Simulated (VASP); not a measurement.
# TiCo (Pm-3m) in VASP: further runs

One crystal, TiCo, is run at these levels: PBE; tasks: single point.

All numbers are computed with VASP 6.6.1; they aren't measurements. Logs are shortened: lines on timing, memory, paths and dates and some standing lists are left out, and cuts for length are marked.

### Step 1. The structure

The structure is cubic, space group Pm-3m (No. 221). The conventional cell has a = 2.986 Å, b = 2.986 Å, c = 2.986 Å, α = 90.00°, β = 90.00°, γ = 90.00°. Ti (site symmetry m-3m) has 8 Co at 2.59 Å as nearest neighbours. Around Co (site symmetry m-3m) lie 8 Ti at 2.59 Å.

The cell comes from a database or a generator and needn't be the stable form of this composition.

### Step 2. Single point, PBE

INCAR reads:

```
PREC     = Accurate       # precision mode
ENCUT    = 520            # plane-wave cutoff, eV
EDIFF    = 1E-6           # SCF threshold, eV
ISMEAR   = 0              # smearing method
SIGMA    = 0.05           # smearing width, eV
LREAL    = F              # projectors in reciprocal space
LASPH    = T              # aspherical terms in the spheres
NELM     = 100            # most SCF steps
ALGO     = Normal         # electronic algorithm
ISIF     = 2              # what is computed and relaxed
LWAVE    = F              # write WAVECAR
LCHARG   = F              # write CHGCAR
GGA      = PE             # functional
NBANDS   = 18             # bands
```

KPOINTS reads:

```
regular mesh
0
Gamma
  16 16 16
```

POSCAR reads:

```
TiCo
1.0
    2.9861109900      0.0000000000      0.0000000000
    0.0000000000      2.9861109900      0.0000000000
    0.0000000000      0.0000000000      2.9861109900
Ti Co
1 1
Direct
    0.0000000000      0.0000000000      0.0000000000
    0.5000000000      0.5000000000      0.5000000000
```

Potentials or basis: VASP PAW PBE potentials, release 64 (Ti_sv, Co).

The run is started by

```sh
$ cat potpaw_PBE.64/Ti_sv/POTCAR potpaw_PBE.64/Co/POTCAR > POTCAR
$ mpirun -np 1 vasp_std > vasp.out
```

OUTCAR:

```text
PREC = Accurate
   ENCUT = 520
   EDIFF = 1E-6
   ISMEAR = 0
   LREAL = F
   LASPH = T
   NELM = 100
   ISIF = 2
   GGA = PE

 ion  position               nearest neighbor table
   1  0.000  0.000  0.000-   2 2.59   2 2.59   2 2.59   2 2.59   2 2.59   2 2.59   2 2.59   2 2.59

   2  0.500  0.500  0.500-   1 2.59   1 2.59   1 2.59   1 2.59   1 2.59   1 2.59   1 2.59   1 2.59

  LATTYP: Found a simple cubic cell.
 ALAT       =     2.9861109900

  Lattice vectors:

 A1 = (   2.9861109900,   0.0000000000,   0.0000000000)
 A2 = (   0.0000000000,   2.9861109900,   0.0000000000)
 A3 = (   0.0000000000,   0.0000000000,   2.9861109900)

Analysis of symmetry for initial positions (statically):
=====================================================================
 Subroutine PRICEL returns:
 Original cell was already a primitive cell.

 Routine SETGRP: Setting up the symmetry group for a
 simple cubic supercell.

 Subroutine GETGRP returns: Found 48 space group operations
 (whereof 48 operations were pure point group operations)
 out of a pool of 48 trial point group operations.

The static configuration has the point symmetry O_h .

Analysis of symmetry for dynamics (positions and initial velocities):
=====================================================================
 Subroutine PRICEL returns:
 Original cell was already a primitive cell.

 Routine SETGRP: Setting up the symmetry group for a
 simple cubic supercell.

 Subroutine GETGRP returns: Found 48 space group operations
 (whereof 48 operations were pure point group operations)
 out of a pool of 48 trial point group operations.

The dynamic configuration has the point symmetry O_h .

 Subroutine INISYM returns: Found 48 space group operations
 (whereof 48 operations are pure point group operations),
 and found     1 'primitive' translations

----------------------------------------------------------------------------------------

                                     Primitive cell

  volume of cell :      26.6267

  direct lattice vectors                    reciprocal lattice vectors
     2.986110990  0.000000000  0.000000000     0.334883735  0.000000000  0.000000000
     0.000000000  2.986110990  0.000000000     0.000000000  0.334883735  0.000000000
     0.000000000  0.000000000  2.986110990     0.000000000  0.000000000  0.334883735

  length of vectors
     2.986110990  2.986110990  2.986110990     0.334883735  0.334883735  0.334883735

  position of ions in fractional coordinates (direct lattice)
     0.000000000  0.000000000  0.000000000
     0.500000000  0.500000000  0.500000000

  ion indices of the primitive-cell ions
   primitive index   ion index
                 1           1
                 2           2

----------------------------------------------------------------------------------------

 KPOINTS: regular mesh

Automatic generation of k-mesh.
 Grid dimensions read from file:
 generate k-points for:   16   16   16

 Generating k-lattice:

  Cartesian coordinates                     Fractional coordinates (reciprocal lattice)
     0.020930233  0.000000000  0.000000000     0.062500000  0.000000000  0.000000000
     0.000000000  0.020930233  0.000000000     0.000000000  0.062500000  0.000000000
     0.000000000  0.000000000  0.020930233     0.000000000  0.000000000  0.062500000

  Length of vectors
     0.020930233  0.020930233  0.020930233

  Shift w.r.t. Gamma in fractional coordinates (k-lattice)
     0.000000000  0.000000000  0.000000000

 Subroutine IBZKPT returns following result:
 ===========================================

 Found    165 irreducible k-points:

 Following reciprocal coordinates:
            Coordinates               Weight
  0.000000  0.000000  0.000000      1.000000
  0.062500  0.000000  0.000000      6.000000
  0.125000  0.000000  0.000000      6.000000
  0.187500  0.000000  0.000000      6.000000
  0.250000  0.000000  0.000000      6.000000
  0.312500  0.000000  0.000000      6.000000
[... 16 lines left out ...]
  0.437500  0.125000  0.000000     24.000000
  0.500000  0.125000  0.000000     12.000000
 [... further k-points ...]
   k-points           NKPTS =    165   k-points in BZ     NKDIM =    165   number of bands    NBANDS=     18
   number of dos      NEDOS =    301   number of ions     NIONS =      2
   total plane-waves  NPLWV =  13824
   dimension x,y,z NGX =    24 NGY =   24 NGZ =   24
   dimension x,y,z NGXF=    48 NGYF=   48 NGZF=   48
   ions per type =               1   1
   NGX,Y,Z   is equivalent  to a cutoff of  13.36, 13.36, 13.36 a.u.
   NGXF,Y,Z  is equivalent  to a cutoff of  26.72, 26.72, 26.72 a.u.
 SYSTEM =  unknown system
   PREC   = accura    normal or accurate (medium, high low for compatibility)
   ISTART =      0    job   : 0-new  1-cont  2-samecut
   ICHARG =      2    charge: 1-file 2-atom 10-const
   ISPIN  =      1    spin polarized calculation?
   LNONCOLLINEAR =      F non collinear calculations
   LSORBIT =      F    spin-orbit coupling
   LASPH  =      T    aspherical Exc in radial PAW
   ENCUT  =  520.0 eV  38.22 Ry    6.18 a.u.   5.55  5.55  5.55*2*pi/ulx,y,z
   NELM   =    100;   NELMIN=  2; NELMDL= -5     # of ELM steps
   EDIFF  = 0.1E-05   stopping-criterion for ELM
   LREAL  =      F    real-space projection
   EDIFFG = 0.1E-04   stopping-criterion for IOM
   NSW    =      0    number of steps for IOM
   IBRION =     -1    ionic relax: 0-MD 1-quasi-New 2-CG
   NFREE  =      0    steps in history (QN), initial steepest desc. (CG)
   ISIF   =      2    stress and relaxation
   ISYM   =      2    0-nonsym 1-usesym 2-fastsym
   POTIM  = 0.5000    time-step for ionic-motion
   TEBEG  =    0.0;   TEEND  =   0.0 temperature during run
   PSTRESS=    0.0 pullay stress
   NELECT =      21.0000    total number of electrons
   NUPDOWN=      -1.0000    fix difference up-down
   EMIN   =  10.00;   EMAX   =-10.00  energy-range for DOS
   EFERMI =   0.00;   METHOD = LEGACY
   ISMEAR =     0;   SIGMA  =   0.05  broadening in eV -4-tet -1-fermi 0-gaus
   EFERMI_NEDOS =   21; number of points for ismear=-14 and -15
   IALGO  =     38    algorithm
   IMIX   =      4    mixing-type and parameters
     AMIX     =   0.40;   BMIX     =  1.00
     AMIX_MAG =   1.60;   BMIX_MAG =  1.00
  volume/ion in A,a.u.               =      13.31        89.84
  Fermi-wavevector in a.u.,A,eV,Ry     =   1.512546  2.858298 31.127355  2.287796
  Thomas-Fermi vector in A             =   2.622456
   LORBIT       =      0    0 simple, 1 ext, 2 COOP (PROOUT), +10 PAW based schemes
   GGA     = PE    functional components
   LHFCALC =     F    Hartree Fock is set to
   AEXX    =    0.0000 exact exchange contribution
   IVDW    =     0    specifies the selected vdW correction
   LEPSILON=     F    determine dielectric tensor
   LRPA    =     F    only Hartree local field effects (RPA)
 non-spin polarized calculation
 Gauss-broadening in eV      SIGMA  =   0.05
  energy-cutoff  :      520.00
  volume of cell :       26.63
 maximum number of plane-waves:       739
 NGX is ok and might be reduce to    24
   NGX = 11   NGY = 11   NGZ = 11

 number of electron      20.9999983 magnetization

 Free energy of the ion-electron system (eV)
  ---------------------------------------------------
  ext. energy  EPLUGINS =         0.00000000
  ---------------------------------------------------
  free energy    TOTEN  =       -15.63429770 eV

  energy without entropy =      -15.62973422  energy(sigma->0) =      -15.63201596

 E-fermi :   9.8898     XC(G=0): -12.5727

 val. band max:        9.8797488387   @ k =   0.4375   0.3125   0.0000
 cond. band min:       9.8947043170   @ k =   0.5000   0.1250   0.1250
 fundamental gap:      0.0149554783
 Fermi energy:         9.8898068814

 k-point     1 :       0.0000    0.0000    0.0000
  band No.  band energies     occupation
      1     -47.3161      2.00000
      2     -23.4064      2.00000
      3     -23.4064      2.00000
      4     -23.4064      2.00000
      5       2.2458      2.00000
      6       6.1708      2.00000
[... 10 lines left out ...]
     17      18.8799      0.00000
     18      18.8799      0.00000

 k-point     2 :       0.0625    0.0000    0.0000
  band No.  band energies     occupation
      1     -47.3149      2.00000
      2     -23.4180      2.00000
      3     -23.4056      2.00000
      4     -23.4056      2.00000
      5       2.3235      2.00000
      6       6.2057      2.00000
[... 10 lines left out ...]
     17      19.0646      0.00000
     18      19.0646      0.00000

 k-point     3 :       0.1250    0.0000    0.0000
  band No.  band energies     occupation
      1     -47.3114      2.00000
      2     -23.4508      2.00000
      3     -23.4032      2.00000
      4     -23.4032      2.00000
      5       2.5535      2.00000
      6       6.3053      2.00000
[... 10 lines left out ...]
     17      19.5801      0.00000
     18      19.5801      0.00000

 k-point     4 :       0.1875    0.0000    0.0000
  band No.  band energies     occupation
      1     -47.3063      2.00000
      2     -23.4996      2.00000
      3     -23.3996      2.00000
      4     -23.3996      2.00000
      5       2.9262      2.00000
      6       6.4459      2.00000
[... 10 lines left out ...]
     17      20.3453      0.00000
     18      20.3453      0.00000

 k-point     5 :       0.2500    0.0000    0.0000
  band No.  band energies     occupation
      1     -47.3003      2.00000
      2     -23.5569      2.00000
      3     -23.3954      2.00000
      4     -23.3954      2.00000
      5       3.4255      2.00000
      6       6.5912      2.00000
[... 10 lines left out ...]
     17      21.2859      0.00000
     18      21.2859      0.00000

 k-point     6 :       0.3125    0.0000    0.0000
  band No.  band energies     occupation
      1     -47.2942      2.00000
      2     -23.6137      2.00000
      3     -23.3912      2.00000
      4     -23.3912      2.00000
      5       4.0272      2.00000
      6       6.6880      2.00000
[... 10 lines left out ...]
     17      22.3493      0.00000
     18      22.3493      0.00000

 k-point     7 :       0.3750    0.0000    0.0000
  band No.  band energies     occupation
      1     -47.2891      2.00000
      2     -23.6614      2.00000
      3     -23.3876      2.00000
      4     -23.3876      2.00000
      5       4.6946      2.00000
      6       6.6673      2.00000
[... 10 lines left out ...]
     17      23.4987      0.00000
     18      23.4987      0.00000

 k-point     8 :       0.4375    0.0000    0.0000
  band No.  band energies     occupation
      1     -47.2856      2.00000
      2     -23.6932      2.00000
      3     -23.3852      2.00000
      4     -23.3852      2.00000
      5       5.3680      2.00000
      6       6.4589      2.00000
[... 10 lines left out ...]
     17      24.2473      0.00000
     18      24.7008      0.00000
[... 229 lines left out ...]
     17      18.9647      0.00000
     18      20.8445      0.00000

 k-point    20 :       0.2500    0.1250    0.0000
  band No.  band energies     occupation
      1     -47.2959      2.00000
      2     -23.5520      2.00000
      3     -23.4377      2.00000
      4     -23.3917      2.00000
      5       3.6870      2.00000
      6       6.6827      2.00000
[... 10 lines left out ...]
     17      19.7062      0.00000
     18      21.6962      0.00000

 k-point    21 :       0.3125    0.1250    0.0000
  band No.  band energies     occupation
      1     -47.2899      2.00000
      2     -23.6080      2.00000
      3     -23.4329      2.00000
      4     -23.3874      2.00000
      5       4.2575      2.00000
      6       6.7696      2.00000
[... 10 lines left out ...]
     17      20.5203      0.00000
     18      22.6805      0.00000

 k-point    22 :       0.3750    0.1250    0.0000
  band No.  band energies     occupation
      1     -47.2848      2.00000
      2     -23.6552      2.00000
      3     -23.4288      2.00000
      4     -23.3837      2.00000
      5       4.8817      2.00000
      6       6.7370      2.00000
[... 10 lines left out ...]
     17      21.3382      0.00000
     18      23.7594      0.00000

 k-point    23 :       0.4375    0.1250    0.0000
  band No.  band energies     occupation
      1     -47.2814      2.00000
      2     -23.6865      2.00000
      3     -23.4260      2.00000
      4     -23.3812      2.00000
      5       5.4983      2.00000
      6       6.5328      2.00000
[... 10 lines left out ...]
     17      22.0730      0.00000
     18      24.2136      0.00000

 k-point    24 :       0.5000    0.1250    0.0000
  band No.  band energies     occupation
      1     -47.2802      2.00000
      2     -23.6975      2.00000
      3     -23.4250      2.00000
      4     -23.3803      2.00000
      5       5.9127      2.00000
      6       6.2663      2.00000
[... 10 lines left out ...]
     17      22.4447      0.00000
     18      23.9674      0.00000

 [... further k-points ...]
[... 5 lines left out ...]
  --------------------------------------------------------------------------------------
  -------------------------------------------------------------------------------------
  Total       -0.4781749     -0.4781749     -0.4781749      0.0000000      0.0000000     -0.0000000
  in kB      -28.7726262    -28.7726262    -28.7726262      0.0000000      0.0000000     -0.0000000
  external PRESSURE =     -28.7726262 kB  Pullay stress =       0.0000000 kB

 VOLUME and BASIS-vectors are now :
 -----------------------------------------------------------------------------
  energy-cutoff  :      520.00
  volume of cell :       26.63
      direct lattice vectors                 reciprocal lattice vectors
     2.986110990  0.000000000  0.000000000     0.334883735  0.000000000  0.000000000
     0.000000000  2.986110990  0.000000000     0.000000000  0.334883735  0.000000000
     0.000000000  0.000000000  2.986110990     0.000000000  0.000000000  0.334883735

 POSITION                                       TOTAL-FORCE (eV/Angst)
 -----------------------------------------------------------------------------------
      0.00000      0.00000      0.00000         0.000000      0.000000      0.000000
      1.49306      1.49306      1.49306         0.000000      0.000000      0.000000
 -----------------------------------------------------------------------------------
    total drift:                                0.000000      0.000000     -0.000000

  FREE ENERGIE OF THE ION-ELECTRON SYSTEM (eV)
  ---------------------------------------------------
  free  energy   TOTEN  =       -15.6342976960 eV

  energy  without entropy=      -15.6297342227  energy(sigma->0) =      -15.63201596
```

Wall time 35 s (1 thread of AMD EPYC 9R45 (Zen 5), shared host); peak memory 0.17 GiB.

Results:

```
Free energy            : -15.6343 eV
Pressure               : -2.9 GPa
Band gap on the k mesh : none (metal or under the smearing width)
```

### Step 3. Single point, PBE

This run uses another cell than the first one, of 13.12 Å³/atom, 0.986 times its volume.

INCAR reads:

```
ALGO = Normal
EDIFF = 1E-7
ENCUT = 520
GGA = PE
ISIF = 2
ISMEAR = 0
LASPH = T
LCHARG = F
LREAL = F
LWAVE = F
NBANDS = 18
NELM = 100
PREC = Accurate
SIGMA = 0.05
```

KPOINTS reads:

```
k-points
0
Gamma
  16 16 16
```

POSCAR reads:

```
TiCo
1.0
    2.9716437584      0.0000000000      0.0000000000
    0.0000000000      2.9716437584      0.0000000000
    0.0000000000      0.0000000000      2.9716437584
Ti Co
1 1
Direct
    0.0000000000      0.0000000000      0.0000000000
    0.5000000000      0.5000000000      0.5000000000
```

Potentials or basis: VASP PAW PBE potentials, release 64 (Ti_sv, Co).

The run is started by

```sh
$ cat potpaw_PBE.64/Ti_sv/POTCAR potpaw_PBE.64/Co/POTCAR > POTCAR
$ mpirun -np 1 vasp_std > vasp.out
```

It took 34 s on 1 thread of AMD EPYC 9R45 (Zen 5), shared host; peak memory 0.17 GiB.

The run converged. Its results:

| Item | Value |
| --- | --- |
| Free energy | -15.6382 eV |
| Pressure | -0.4 GPa |
| Band gap on the k mesh | none (metal or under the smearing width) |

Levels at points of the mesh, in eV from the Fermi level:
```csv
k point,band 7,band 8,band 9,band 10,band 11,band 12,band 13,band 14
"(0.00, 0.00, 0.00)",-3.80,-1.46,-1.46,-1.46,0.79,0.79,2.75,2.75
"(0.50, 0.00, 0.00)",-2.36,-1.54,-1.54,-1.03,-0.80,0.14,0.65,0.65
"(0.50, 0.50, 0.00)",-2.42,-2.42,-0.58,-0.13,0.68,0.68,1.24,2.61
"(0.50, 0.50, 0.50)",-2.43,-2.12,-2.12,-2.12,-0.55,-0.55,3.18,3.18
```

Spin polarisation is off, so any magnetic state and its effect on volume and gap are missing.

(Continued in part 2 of 2.)
